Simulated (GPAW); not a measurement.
# Ge (Ia-3) in GPAW: notebook

The runs below take Ge through single point, with PBE, revPBE+D3(BJ).

Everything below comes from runs of GPAW 26.7.0. Logs are shortened: lines on timing, memory, paths and dates and some standing lists are left out, and cuts for length are marked. The log counts tension as positive stress, the text compression.

### 1 The structure

Symmetry: Ia-3, No. 206, cubic system. Conventional cell: a = 6.968 Å, b = 6.968 Å, c = 6.968 Å, α = 90.00°, β = 90.00°, γ = 90.00°. Ge (site symmetry 3) has 4 Ge at 2.43 to 2.51 Å as nearest neighbours.

This isn't the form of Ge at room conditions, which is diamond.

### 2 Single point, PBE

Input file run.py:

```python
from ase import Atoms
from ase.dft.bandgap import bandgap
from ase.io import write
from ase.units import Bohr, GPa
from gpaw import GPAW, PW
from gpaw.elf import elf_from_dft_calculation

atoms = Atoms(['Ge', 'Ge', 'Ge', 'Ge', 'Ge', 'Ge', 'Ge', 'Ge'],
              cell=[[-3.48417028, 3.48417028, 3.48417028],
                    [3.48417028, -3.48417028, 3.48417028],
                    [3.48417028, 3.48417028, -3.48417028]],
              scaled_positions=[[0.29889908, 0.29889908, 0.29889908],
                                [0.0, 0.20110092, 0.5],
                                [0.20110092, 0.5, 0.0],
                                [0.5, 0.0, 0.20110092],
                                [0.70110092, 0.70110092, 0.70110092],
                                [0.0, 0.79889908, 0.5],
                                [0.79889908, 0.5, 0.0],
                                [0.5, 0.0, 0.79889908]],
              pbc=True)

calc = GPAW(mode=PW(600),
            xc='PBE',
            kpts={'size': (6, 6, 6), 'gamma': True},
            occupations={'name': 'methfessel-paxton', 'order': 0, 'width': 0.1},
            nbands=32,
            convergence={'density': 1e-05, 'energy': 1e-05},
            maxiter=150,
            txt='gpaw.txt')
atoms.calc = calc
energy = atoms.get_potential_energy()
forces = atoms.get_forces()
stress = atoms.get_stress()
calc.write('gs.gpw')
write('result.traj', atoms)
print(f'Energy: {energy:.6f} eV')
print('Forces (eV/A):')
print(forces.round(4))
print('Stress (GPa):', (stress / GPa).round(3))
print('Fermi level:', round(calc.get_fermi_level(), 4), 'eV')
print(f'Gap: {bandgap(calc)[0]:.4f} eV, direct: {bandgap(calc, direct=True)[0]:.4f} eV')

# fields on the real-space grid
write('density.cube', atoms, data=calc.get_pseudo_density() * Bohr**3)
write('potential.cube', atoms, data=calc.get_electrostatic_potential())
write('elf.cube', atoms, data=elf_from_dft_calculation(calc).data)
```

Potentials or basis: GPAW PAW data sets (gpaw-data 1.2.1), pw.

Launch:

```bash
$ OMP_NUM_THREADS=1 python run.py
```

gpaw.txt:

```text
__  _  _
 | _ |_)|_||  |
 |__||  | ||/\| - 26.7.0

Input parameters:
  mode=PW(ecut=600.0),
  convergence={'density': 1e-05, 'energy': 1e-05},
  kpts=MonkhorstPack(size=(6, 6, 6), gamma=True),
  maxiter=150,
  nbands=32,
  occupations=Occupations(name='methfessel-paxton', order=0, width=0.1),
  xc=XC(name='PBE')

Diagonalizing LCAO Hamiltonian
Converting LCAO to pw mode

         Ge

                  Ge
         Ge
            GeGe
                Ge
                     Ge
                 Ge

Atoms  # Å, Bohr magnetons
|   | symbol |         x |         y |         z |    initial magnetic moments |
|---|--------|-----------|-----------|-----------|-----------------------------|
| 0 |     Ge |  1.041415 |  1.041415 |  1.041415 | ( 0.0000,  0.0000,  0.0000) |
| 1 |     Ge |  2.442755 |  1.041415 | -1.041415 | ( 0.0000,  0.0000,  0.0000) |
| 2 |     Ge |  1.041415 | -1.041415 |  2.442755 | ( 0.0000,  0.0000,  0.0000) |
| 3 |     Ge | -1.041415 |  2.442755 |  1.041415 | ( 0.0000,  0.0000,  0.0000) |
| 4 |     Ge |  2.442755 |  2.442755 |  2.442755 | ( 0.0000,  0.0000,  0.0000) |
| 5 |     Ge |  4.525586 | -1.041415 |  1.041415 | ( 0.0000,  0.0000,  0.0000) |
| 6 |     Ge | -1.041415 |  1.041415 |  4.525586 | ( 0.0000,  0.0000,  0.0000) |
| 7 |     Ge |  1.041415 |  4.525586 | -1.041415 | ( 0.0000,  0.0000,  0.0000) |

Unit cell  # Å
| periodic |         x |         y |         z |  lengths |     angles |
|----------|-----------|-----------|-----------|----------|------------|
|      yes | -3.484170 |  3.484170 |  3.484170 | 6.034760 | 109.471221 |
|      yes |  3.484170 | -3.484170 |  3.484170 | 6.034760 | 109.471221 |
|      yes |  3.484170 |  3.484170 | -3.484170 | 6.034760 | 109.471221 |

Number of symmetries: 6
Symmetry operations  # r_c * U_cc + t_c -> r_c
|   | kind |            matrix            |
|---|------|------------------------------|
| 0 |  E   |  1, 0, 0,  0, 1, 0,  0, 0, 1 |
| 1 |  C3  |  0, 1, 0,  0, 0, 1,  1, 0, 0 |
| 2 |  C3  |  0, 0, 1,  1, 0, 0,  0, 1, 0 |
| 3 |  S6  |  0, 0,-1, -1, 0, 0,  0,-1, 0 |
| 4 |  S6  |  0,-1, 0,  0, 0,-1, -1, 0, 0 |
| 5 |  i   | -1, 0, 0,  0,-1, 0,  0, 0,-1 |

BZ-sampling:
  Number of BZ points: 216
  Number of IBZ points: 40

  Monkhorst-Pack size: [6, 6, 6]
  Monkhorst-Pack shift: [0.08333333333333333, 0.08333333333333333, 0.08333333333333333]

K-points  # in reciprocal-cell coordinates
|     |                                coordinates |     weight |
|-----|--------------------------------------------|------------|
|   0 | (  0.00000000,   0.00000000,   0.00000000) | 0.00462963 |
|   1 | (  0.16666667,   0.00000000,  -0.16666667) | 0.02777778 |
|   2 | (  0.16666667,   0.00000000,   0.00000000) | 0.02777778 |
|   3 | (  0.16666667,   0.16666667,  -0.16666667) | 0.02777778 |
|   4 | (  0.16666667,   0.16666667,   0.00000000) | 0.02777778 |
|   5 | (  0.16666667,   0.16666667,   0.16666667) | 0.00925926 |
|   6 | (  0.33333333,  -0.16666667,  -0.33333333) | 0.02777778 |
|   7 | (  0.33333333,  -0.16666667,  -0.16666667) | 0.02777778 |
|   8 | (  0.33333333,  -0.16666667,   0.00000000) | 0.02777778 |
|   9 | (  0.33333333,  -0.16666667,   0.16666667) | 0.02777778 |
| ... |                                            |            |
|  39 | (  0.50000000,   0.50000000,   0.50000000) | 0.00462963 |

Plane wave coefficients: 5680
Cutoff: 600.0 eV

Spin-components: 1 (collinear spins)
Bands:           32
Projectors:      40
Spin-degeneracy: 2
Datatype:        complex128

Parallelization:
  kpt:    1
  domain: 1
  band:   1

Density:
  Valence electrons: 32.0
  Components: 1
  Grid points: [35 35 35]
  Charge: 0.0  # |e|

Potential:
  Grid points: [35 35 35]

species:
  Ge:
    name:    Germanium
    Z:       32.0
    valence: 4
    core:    28
    charge:  0.0  # [|e|]
    compensation charges:
      type: gauss
      rc: 0.32  # [Å]
      lmax: 2
    cutoffs:
      filter: 1.77  # [Å]
      core: 3.42  # [Å]
    projectors
    | kind |    occ | energy [eV] | rcut [Å] |
    |------|--------|-------------|----------|
    |   4s |  2.000 |     -11.726 |    1.005 |
    |   4p |  2.000 |      -3.896 |    1.005 |
    |    s |        |      15.485 |    1.005 |
    |    p |        |      23.315 |    1.005 |
    |    d |        |       0.000 |    1.005 |

    Using partial waves for Ge as LCAO basis

Reference energy: -456781.102820  # eV

eigensolver:
  PPCG
  Converge bands: occupied
  niter=2

density mixing:
  MSR1-Mixer
  Pratt-step length: 0.05
  Maximum mixing coefficient: 0.75
  Old densities: 10
  SVD Regularization: 0.005
  Good broyden scale: 1.0
  Trust region scale: 1.0
  Backstep threshold: 4.0
  History deletion threshold: 6.0
  Fourier metric: weight=20.0, sigma=0.015

occupation numbers:
  Methfessel-Paxton:
    width: 0.1000  # eV
    order: 0

poisson solver:
  ecut: 4800.0  # eV

xc functional:
  name: PBE with 2 nearest neighbor stencil

convergence criteria:
[... 6 lines left out ...]
|iter     | |      energy | eigst |  dens |
|---------|-|-------------|-------|-------|
|iter:   1| |  -35.058784 | -0.60 |       |
|iter:   2| |  -35.049102 | -2.92 | -0.96 |
|iter:   3| |  -34.967217 | -2.61 | -0.99 |
|iter:   4| |  -34.966587 | -3.93 | -1.59 |
|iter:   5| |  -34.966840 | -5.22 | -2.39 |
|iter:   6| |  -34.966874c| -6.63 | -3.07 |
|iter:   7| |  -34.966874c| -8.11c| -3.96 |
|iter:   8| |  -34.966874c| -8.08c| -4.58 |
|iter:   9| |  -34.966874c| -9.28c| -5.51c|

Converged in 9 steps
Energy contributions relative to reference atoms: (reference = -456781.102820)

Energy contributions:
  Kinetic:          91.664963
  Coulomb:         -81.660402
  Zero:              0.012386
  External:          0.000000
  Xc:              -44.979307
  Entropy:          -0.009029
  Spinorbit:         0.000000
  ----------------------------
  Free energy:     -34.971389
  Extrapolated:    -34.966874

dipole moment: (-68.199741, 22.734400, 22.734400)  # |e|*Ang

Fermi level: 6.588
Eigenvalues  # (at kpt = [0.000, 0.000, 0.000])
| band index |      eig [eV] | occ [0-2] |
|------------|---------------|-----------|
|          0 |        -6.271 |     2.000 |
|        ... |               |           |
|          8 |         2.100 |     2.000 |
|          9 |         2.100 |     2.000 |
|         10 |         3.042 |     2.000 |
|         11 |         3.042 |     2.000 |
|         12 |         3.042 |     2.000 |
|         13 |         5.333 |     2.000 |
[... 8 lines left out ...]
|         22 |        11.460 |     0.000 |
|         23 |        11.460 |     0.000 |
|        ... |               |           |
|         31 |        13.795 |     0.000 |

No gap
No difference between direct/indirect transitions

Forces  # eV/Ang
|        x |        y |        z |
|----------|----------|----------|
| -0.16204 | -0.16204 | -0.16204 |  # Ge   0
|  0.16204 | -0.16204 |  0.16205 |  # Ge   1
| -0.16204 |  0.16205 |  0.16204 |  # Ge   2
|  0.16205 |  0.16204 | -0.16204 |  # Ge   3
|  0.16204 |  0.16204 |  0.16204 |  # Ge   4
| -0.16204 |  0.16204 | -0.16205 |  # Ge   5
|  0.16204 | -0.16205 | -0.16204 |  # Ge   6
| -0.16205 | -0.16204 |  0.16204 |  # Ge   7

Stress tensor  # eV/Ang^3
|         x |         y |         z |
|-----------|-----------|-----------|
| -0.019365 |  0.000000 |  0.000000 |
|  0.000000 | -0.019365 |  0.000000 |
|  0.000000 |  0.000000 | -0.019365 |

# Writing to gs.gpw (mode='')
```

Wall time 2.4 min (1 thread of Arm Neoverse V1, shared host); peak memory 0.36 GiB.

What came out:

* Free energy: -34.9714 eV
* Pressure: 3.1 GPa
* Largest force: 0.281 eV/Å
* Band gap on the k mesh: none (metal or under the smearing width)

Forces in eV/Å, atoms in the order of the input:
```
Ge  -0.162 -0.162 -0.162
Ge   0.162 -0.162  0.162
Ge  -0.162  0.162  0.162
Ge   0.162  0.162 -0.162
Ge   0.162  0.162  0.162
Ge  -0.162  0.162 -0.162
Ge   0.162 -0.162 -0.162
Ge  -0.162 -0.162  0.162
```

### 3 Single point, revPBE+D3(BJ)

Input file run.py:

```python
from ase.calculators.mixing import SumCalculator
from ase.dft.bandgap import bandgap
from ase.io import read, write
from ase.units import Bohr, GPa
from dftd3.ase import DFTD3
from gpaw import GPAW, PW
from gpaw.elf import elf_from_dft_calculation

atoms = read('POSCAR')

calc = GPAW(mode=PW(600),
            xc='revPBE',
            kpts={'size': (6, 6, 6), 'gamma': True},
            occupations={'name': 'methfessel-paxton', 'order': 0, 'width': 0.05},
            nbands=32,
            convergence={'density': 1e-05, 'energy': 1e-05},
            maxiter=150,
            txt='gpaw.txt')
atoms.calc = SumCalculator([calc, DFTD3(method='revpbe', damping='d3bj')])
energy = atoms.get_potential_energy()
forces = atoms.get_forces()
stress = atoms.get_stress()
calc.write('gs.gpw')
write('result.traj', atoms)
print(f'Energy: {energy:.6f} eV')
print('Forces (eV/A):')
print(forces.round(4))
print('Stress (GPa):', (stress / GPa).round(3))
print('Fermi level:', round(calc.get_fermi_level(), 4), 'eV')
print(f'Gap: {bandgap(calc)[0]:.4f} eV, direct: {bandgap(calc, direct=True)[0]:.4f} eV')

# fields on the real-space grid
write('density.cube', atoms, data=calc.get_pseudo_density() * Bohr**3)
write('potential.cube', atoms, data=calc.get_electrostatic_potential())
write('elf.cube', atoms, data=elf_from_dft_calculation(calc).data)
```

Input file POSCAR:

```
Ge
1.0
   -3.4841702800      3.4841702800      3.4841702800
    3.4841702800     -3.4841702800      3.4841702800
    3.4841702800      3.4841702800     -3.4841702800
Ge
8
Direct
    0.2988990800      0.2988990800      0.2988990800
    0.0000000000      0.2011009200      0.5000000000
    0.2011009200      0.5000000000      0.0000000000
    0.5000000000      0.0000000000      0.2011009200
    0.7011009200      0.7011009200      0.7011009200
    0.0000000000      0.7988990800      0.5000000000
    0.7988990800      0.5000000000      0.0000000000
    0.5000000000      0.0000000000      0.7988990800
```

Potentials or basis: the program's PAW data sets (release 1.2.1) made for this functional, pw.

Launch:

```bash
$ OMP_NUM_THREADS=1 python run.py
```

It took 2.4 min on 1 thread of Arm Neoverse V1, shared host; peak memory 0.37 GiB.

Results (log left out):

```yaml
Free_energy: -37.4130 eV
Pressure: -0.1 GPa
Largest_force: 0.301 eV/Å
Band_gap_on_the_k_mesh: none (metal or under the smearing width)
Dispersion_energy_per_atom: -0.611 eV
```

Forces in eV/Å, atoms in the order of the input:
```
Ge  -0.174 -0.174 -0.174
Ge   0.174 -0.174  0.174
Ge  -0.174  0.174  0.174
Ge   0.174  0.174 -0.174
Ge   0.174  0.174  0.174
Ge  -0.174  0.174 -0.174
Ge   0.174 -0.174 -0.174
Ge  -0.174 -0.174  0.174
```

Levels at points of the mesh, in eV from the Fermi level:
```tsv
k point	band 14	band 15	band 16	band 17	band 18	band 19
(0.00, 0.00, 0.00)	-1.26	-1.26	-0.83	1.60	1.60	1.60
(0.50, 0.00, 0.00)	-1.96	-1.11	-1.11	0.46	0.46	1.94
(0.50, 0.50, 0.00)	-1.96	-1.11	-1.11	0.46	0.46	1.94
(0.50, 0.50, 0.50)	-1.46	0.38	0.38	0.38	1.49	2.58
```

Caveat: pairwise dispersion overbinds metals, which lowers pressure and volume.
